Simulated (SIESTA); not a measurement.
Runs of SIESTA 5.4.2 on TiCo. It takes space group Pm-3m (No. 221, cubic). The conventional cell has a = 2.986 Å, b = 2.986 Å, c = 2.986 Å, α = 90.00°, β = 90.00°, γ = 90.00°. Co (site symmetry m-3m) is surrounded by 8 Ti at 2.59 Å. Ti (site symmetry m-3m) is surrounded by 8 Co at 2.59 Å. The cell comes from a database or a generator and needn't be the stable form of this composition.

| task | spin | k mesh | gap on the mesh (eV) | pressure (GPa) | moment (μB) |
| --- | --- | --- | --- | --- | --- |
| single point | collinear, ferromagnetic start | 9 × 9 × 9 | none | -9.2 | 0.67 |
| single point | collinear, antiferromagnetic start | 9 × 9 × 9 | none | -9.2 | 0.67 |
| single point | collinear, zero start | 9 × 9 × 9 | none | (a) | 0.00 |
| single point | collinear, fm_larger start | 9 × 9 × 9 | none | -9.2 | 0.67 |

Alike in all rows: level PBEsol; potentials or basis PseudoDojo 0.4 standard (PBEsol files), DZP (energy shift 0.003 Ry; two zetas on semicore shells); cell as given; smearing fermi-dirac 0.05 eV; grid cutoff 800 Ry; energy shift 0.003 Ry.

Q: Estimate the missing entries.

A: (a) -10.3.

Caveats: short orbitals over semicore shells can move pressures by several GPa; the basis of atomic orbitals isn't converged, which shifts pressures, moduli and gaps.

A gap of «none» marks a metal or a gap under the smearing width.
